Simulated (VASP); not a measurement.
# ZrC (Fm-3m) in VASP: further runs, part 2 of 3

VASP 6.6.1. The steps go on from the part before.

## 3. Relaxation of cell and atoms, PBE+D3(BJ)

The input, INCAR:

```
SYSTEM = ZrC
PREC = Accurate
ENCUT = 600
EDIFF = 1E-7
ISMEAR = -1
SIGMA = 0.05
LREAL = .FALSE.
LASPH = .TRUE.
NELM = 100
ALGO = Normal
ISIF = 3
LWAVE = .FALSE.
LCHARG = .FALSE.
GGA = PE
IVDW = 12
IBRION = 2
NSW = 40
EDIFFG = -0.005
```

The input, KPOINTS:

```
Automatic mesh
0
G
  8 8 8
  0 0 0
```

The input, POSCAR:

```
ZrC
1.0
    0.0000000000      2.3650000000      2.3650000000
    2.3650000000      0.0000000000      2.3650000000
    2.3650000000      2.3650000000      0.0000000000
Zr C
1 1
Direct
    0.5000000000      0.5000000000      0.5000000000
    0.0000000000      0.0000000000      0.0000000000
```

Potentials or basis: VASP PAW PBE potentials, release 64 (Zr_sv, C).

Run with:

```console
$ cat potpaw_PBE.64/Zr_sv/POTCAR potpaw_PBE.64/C/POTCAR > POTCAR
$ mpirun -np 1 vasp_std > vasp.out
```

OUTCAR:

```text
SYSTEM = ZrC
   PREC = Accurate
   ENCUT = 600
   EDIFF = 1E-7
   ISMEAR = -1
   LREAL = .FALSE.
   LASPH = .TRUE.
   NELM = 100
   ISIF = 3
   GGA = PE
   IVDW = 12
   IBRION = 2
   NSW = 40
   EDIFFG = -0.005
 IVDW          = 12

 ion  position               nearest neighbor table
   1  0.500  0.500  0.500-   2 2.37   2 2.37   2 2.37   2 2.37   2 2.37   2 2.37
   2  0.000  0.000  0.000-   1 2.37   1 2.37   1 2.37   1 2.37   1 2.37   1 2.37

  LATTYP: Found a face centered cubic cell.
 ALAT       =     4.7300000000

  Lattice vectors:

 A1 = (   0.0000000000,   2.3650000000,   2.3650000000)
 A2 = (   2.3650000000,   0.0000000000,   2.3650000000)
 A3 = (   2.3650000000,   2.3650000000,   0.0000000000)

Analysis of symmetry for initial positions (statically):
=====================================================================
 Subroutine PRICEL returns:
 Original cell was already a primitive cell.

 Routine SETGRP: Setting up the symmetry group for a
 face centered cubic supercell.

 Subroutine GETGRP returns: Found 48 space group operations
 (whereof 48 operations were pure point group operations)
 out of a pool of 48 trial point group operations.

The static configuration has the point symmetry O_h .

Analysis of symmetry for dynamics (positions and initial velocities):
=====================================================================
 Subroutine PRICEL returns:
 Original cell was already a primitive cell.

 Routine SETGRP: Setting up the symmetry group for a
 face centered cubic supercell.

 Subroutine GETGRP returns: Found 48 space group operations
 (whereof 48 operations were pure point group operations)
 out of a pool of 48 trial point group operations.

The dynamic configuration has the point symmetry O_h .

 Subroutine INISYM returns: Found 48 space group operations
 (whereof 48 operations are pure point group operations),
 and found     1 'primitive' translations

----------------------------------------------------------------------------------------

                                     Primitive cell

  volume of cell :      26.4560

  direct lattice vectors                    reciprocal lattice vectors
     0.000000000  2.365000000  2.365000000    -0.211416490  0.211416490  0.211416490
     2.365000000  0.000000000  2.365000000     0.211416490 -0.211416490  0.211416490
     2.365000000  2.365000000  0.000000000     0.211416490  0.211416490 -0.211416490

  length of vectors
     3.344615075  3.344615075  3.344615075     0.366184103  0.366184103  0.366184103

  position of ions in fractional coordinates (direct lattice)
     0.500000000  0.500000000  0.500000000
     0.000000000  0.000000000  0.000000000

  ion indices of the primitive-cell ions
   primitive index   ion index
                 1           1
                 2           2

----------------------------------------------------------------------------------------

 KPOINTS: Automatic mesh

Automatic generation of k-mesh.
 Grid dimensions read from file:
 generate k-points for:    8    8    8

 Generating k-lattice:

  Cartesian coordinates                     Fractional coordinates (reciprocal lattice)
    -0.026427061  0.026427061  0.026427061     0.125000000  0.000000000  0.000000000
     0.026427061 -0.026427061  0.026427061     0.000000000  0.125000000  0.000000000
     0.026427061  0.026427061 -0.026427061     0.000000000  0.000000000  0.125000000

  Length of vectors
     0.045773013  0.045773013  0.045773013

  Shift w.r.t. Gamma in fractional coordinates (k-lattice)
     0.000000000  0.000000000  0.000000000

 Subroutine IBZKPT returns following result:
 ===========================================

 Found     29 irreducible k-points:

 Following reciprocal coordinates:
            Coordinates               Weight
  0.000000  0.000000  0.000000      1.000000
  0.125000  0.000000  0.000000      8.000000
  0.250000  0.000000  0.000000      8.000000
  0.375000  0.000000  0.000000      8.000000
  0.500000  0.000000  0.000000      4.000000
  0.125000  0.125000  0.000000      6.000000
[... 16 lines left out ...]
  0.500000  0.250000  0.125000     48.000000
 -0.375000  0.250000  0.125000     24.000000
 [... further k-points ...]
   k-points           NKPTS =     29   k-points in BZ     NKDIM =     29   number of bands    NBANDS=     12
   number of dos      NEDOS =    301   number of ions     NIONS =      2
   total plane-waves  NPLWV =  21952
   dimension x,y,z NGX =    28 NGY =   28 NGZ =   28
   dimension x,y,z NGXF=    56 NGYF=   56 NGZF=   56
   ions per type =               1   1
   NGX,Y,Z   is equivalent  to a cutoff of  13.92, 13.92, 13.92 a.u.
   NGXF,Y,Z  is equivalent  to a cutoff of  27.84, 27.84, 27.84 a.u.
 SYSTEM =  ZrC
   PREC   = accura    normal or accurate (medium, high low for compatibility)
   ISTART =      0    job   : 0-new  1-cont  2-samecut
   ICHARG =      2    charge: 1-file 2-atom 10-const
   ISPIN  =      1    spin polarized calculation?
   LNONCOLLINEAR =      F non collinear calculations
   LSORBIT =      F    spin-orbit coupling
   LASPH  =      T    aspherical Exc in radial PAW
   ENCUT  =  600.0 eV  44.10 Ry    6.64 a.u.   6.68  6.68  6.68*2*pi/ulx,y,z
   NELM   =    100;   NELMIN=  2; NELMDL= -5     # of ELM steps
   EDIFF  = 0.1E-06   stopping-criterion for ELM
   LREAL  =      F    real-space projection
   EDIFFG = -.5E-02   stopping-criterion for IOM
   NSW    =     40    number of steps for IOM
   IBRION =      2    ionic relax: 0-MD 1-quasi-New 2-CG
   NFREE  =      1    steps in history (QN), initial steepest desc. (CG)
   ISIF   =      3    stress and relaxation
   ISYM   =      2    0-nonsym 1-usesym 2-fastsym
   POTIM  = 0.5000    time-step for ionic-motion
   TEBEG  =    0.0;   TEEND  =   0.0 temperature during run
   PSTRESS=    0.0 pullay stress
   NELECT =      16.0000    total number of electrons
   NUPDOWN=      -1.0000    fix difference up-down
   EMIN   =  10.00;   EMAX   =-10.00  energy-range for DOS
   EFERMI =   0.00;   METHOD = LEGACY
   ISMEAR =    -1;   SIGMA  =   0.05  broadening in eV -4-tet -1-fermi 0-gaus
   EFERMI_NEDOS =   21; number of points for ismear=-14 and -15
   IALGO  =     38    algorithm
   IMIX   =      4    mixing-type and parameters
     AMIX     =   0.40;   BMIX     =  1.00
     AMIX_MAG =   1.60;   BMIX_MAG =  1.00
  volume/ion in A,a.u.               =      13.23        89.27
  Fermi-wavevector in a.u.,A,eV,Ry     =   1.384439  2.616209 26.077880  1.916670
  Thomas-Fermi vector in A             =   2.508943
   LORBIT       =      0    0 simple, 1 ext, 2 COOP (PROOUT), +10 PAW based schemes
   GGA     = PE    functional components
   LHFCALC =     F    Hartree Fock is set to
   AEXX    =    0.0000 exact exchange contribution
   IVDW    =    12    specifies the selected vdW correction
   LEPSILON=     F    determine dielectric tensor
   LRPA    =     F    only Hartree local field effects (RPA)
 conjugate gradient relaxation of ions
 non-spin polarized calculation
  energy-cutoff  :      600.00
  volume of cell :       26.46
 maximum number of plane-waves:       903
   NGX = 13   NGY = 13   NGZ = 13

--------------------------------------- Ionic step        1  -------------------------------------------

 number of electron      16.0000000 magnetization

 Free energy of the ion-electron system (eV)
  ---------------------------------------------------
  ext. energy  EPLUGINS =         0.00000000
  ---------------------------------------------------
  free energy    TOTEN  =       -19.45893722 eV

  energy without entropy =      -19.45604317  energy(sigma->0) =      -19.45749019

------------------------ aborting loop because EDIFF is reached ----------------------------------------

 Edisp (eV)   -0.78386

 E8    (eV) :    -0.3624
[... 31 lines left out ...]
--------------------------------------- Ionic step        2  -------------------------------------------

 number of electron      16.0000000 magnetization

 E-fermi :  10.4591     XC(G=0): -12.5074

 val. band max:       10.4122673243   @ k =   0.1250   0.1250   0.0000
 cond. band min:      10.6469755053   @ k =   0.5000   0.5000   0.0000
 fundamental gap:      0.2347081810
 Fermi energy:        10.4591157991

 k-point     1 :       0.0000    0.0000    0.0000
  band No.  band energies     occupation
      1     -37.3245      2.00000
      2     -14.9758      2.00000
      3     -14.9758      2.00000
      4     -14.9758      2.00000
      5      -1.0612      2.00000
      6      11.4530      0.00000
      7      11.4530      0.00000
      8      11.4530      0.00000
      9      11.6130      0.00000
     10      11.6130      0.00000
     11      11.6130      0.00000
     12      13.5296      0.00000
[... 424 lines left out ...]
--------------------------------------- Ionic step        4  -------------------------------------------

 number of electron      16.0000000 magnetization

 Free energy of the ion-electron system (eV)
  ---------------------------------------------------
  ext. energy  EPLUGINS =         0.00000000
  ---------------------------------------------------
  free energy    TOTEN  =       -19.45213790 eV

  energy without entropy =      -19.44928336  energy(sigma->0) =      -19.45071063

 E-fermi :   9.7661     XC(G=0): -12.2176

 val. band max:        9.7482672821   @ k =   0.1250   0.1250   0.0000
 cond. band min:       9.8887457584   @ k =   0.5000   0.5000   0.0000
 fundamental gap:      0.1404784762
 Fermi energy:         9.7660527278

 k-point     1 :       0.0000    0.0000    0.0000
  band No.  band energies     occupation
      1     -38.2292      2.00000
      2     -15.9284      2.00000
      3     -15.9284      2.00000
      4     -15.9284      2.00000
      5      -1.5550      2.00000
      6      10.7512      0.00000
      7      10.7512      0.00000
      8      10.7512      0.00000
      9      10.9105      0.00000
     10      10.9105      0.00000
     11      10.9105      0.00000
     12      12.6727      0.00000
[... 378 lines left out ...]
  FREE ENERGIE OF THE ION-ELECTRON SYSTEM (eV)
  ---------------------------------------------------
  free  energy   TOTEN  =       -20.2659011754 eV

  energy  without entropy=      -20.2630466334  energy(sigma->0) =      -20.26447390

 reached required accuracy - stopping structural energy minimisation
```

It took 45 s on 1 thread of AMD EPYC 7R13 (Zen 3), shared host; peak memory 0.15 GiB.

What came out:

```yaml
Free_energy: -20.2659 eV
Relaxed_volume: 12.76 Å³/atom
Relaxed_cell: a = 3.305 Å, b = 3.305 Å, c = 3.305 Å, α = 60.00°, β = 60.00°, γ = 60.00°
Space_group_after_relaxing_to_0.05_Å: Fm-3m (No. 225)
Energy_gained_by_relaxing: 11.6 meV/atom
Ionic_steps: 4
Pressure_after_relaxing: 0.0 GPa
Band_gap_on_the_k_mesh: none (metal or under the smearing width)
Dispersion_energy_per_atom: -0.407 eV
```

Step by step:
```csv
step,energy change (eV),largest force (eV/Å),pressure (GPa),volume (Å³)
1,0.0000,0.0000,-7.72,26.46
2,0.0414,0.0000,15.11,24.09
3,-0.0231,0.0000,-0.13,25.54
4,-0.0231,0.0000,0.03,25.52
```

Final structure:
```xyz
2
Lattice="0.0000 2.3369 2.3369 2.3369 0.0000 2.3369 2.3369 2.3369 0.0000" Properties=species:S:1:pos:R:3 pbc="T T T"
Zr    2.3369    2.3369    2.3369
C     2.3369    4.6737    2.3369
```

Caveat: pairwise dispersion overbinds metals, which lowers pressure and volume.

## 4. Atomic charges, TPSS+TS (cell strained at random at fixed volume)

The input, INCAR:

```
PREC = Accurate
ENCUT = 520
EDIFF = 1E-6
ISMEAR = 0
SIGMA = 0.01
LREAL = False
LASPH = True
NELM = 60
ALGO = Normal
ISIF = 2
LWAVE = False
LCHARG = True
METAGGA = TPSS
LMIXTAU = True
IVDW = 2
LORBIT = 11
LELF = True
LVHAR = True
```

The input, KPOINTS:

```
regular mesh
0
Gamma
  10 10 10
```

The input, POSCAR:

```
ZrC
1.0
    0.0108030000      2.4260610000      2.3863270000
    2.3701530000     -0.0092240000      2.4063540000
    2.2972130000      2.3731470000      0.0637160000
Zr C
1 1
Direct
    0.5000000000      0.5000000000      0.5000000000
    0.0000000000      0.0000000000      0.0000000000
```

Run with:

```console
$ cat potpaw_PBE.64/Zr_sv/POTCAR potpaw_PBE.64/C/POTCAR > POTCAR
$ mpirun -np 1 vasp_std > vasp.out
```

Wall time 15 min (1 thread of Intel Xeon Platinum 8488C (Sapphire Rapids), shared host); peak memory 0.31 GiB.

The run converged. Its results:

| Quantity | Value |
| --- | --- |
| Free energy | -31.2815 eV |
| Pressure | -15.2 GPa |
| Band gap on the k mesh | none (metal or under the smearing width) |
| Valence electrons inside the program's atomic spheres | Zr 9.77; C 2.37 |
| Hirshfeld charges | Zr +0.42; C -0.42 e |
| Dispersion energy per atom | -0.785 eV |

Stress tensor (GPa, compression positive):
```
 -9.45   3.86  -5.50
  3.86 -20.77  -2.54
 -5.50  -2.54 -15.31
```

Levels at points of the mesh, in eV from the Fermi level:
| k point | band 6 | band 7 | band 8 | band 9 | band 10 | band 11 |
| --- | --- | --- | --- | --- | --- | --- |
| (0.00, 0.00, 0.00) | 0.80 | 0.82 | 0.84 | 0.90 | 1.11 | 1.46 |
| (0.50, 0.00, 0.00) | -5.32 | -3.07 | -2.69 | 4.06 | 4.43 | 5.55 |
| (0.00, 0.50, 0.00) | -5.33 | -2.98 | -2.57 | 4.20 | 4.35 | 5.29 |
| (0.50, 0.50, 0.00) | -2.20 | -1.77 | -0.14 | 0.14 | 4.43 | 5.37 |
| (0.00, 0.00, 0.50) | -5.32 | -3.16 | -3.10 | 4.43 | 4.75 | 5.47 |
| (0.50, 0.00, 0.50) | -2.37 | -1.75 | -0.08 | 0.26 | 4.46 | 5.46 |
| (0.00, 0.50, 0.50) | -2.03 | -1.81 | -0.18 | 0.01 | 4.44 | 5.44 |
| (0.50, 0.50, 0.50) | -5.32 | -3.03 | -2.61 | 4.13 | 4.40 | 5.41 |

Caveat: atom-pairwise D2, TS and ULG terms overbind metals; the PAW data sets were made with another functional, which shifts forces and pressure a little; pairwise dispersion overbinds metals, which lowers pressure and volume.

(Part 2 of 3 ends here.)
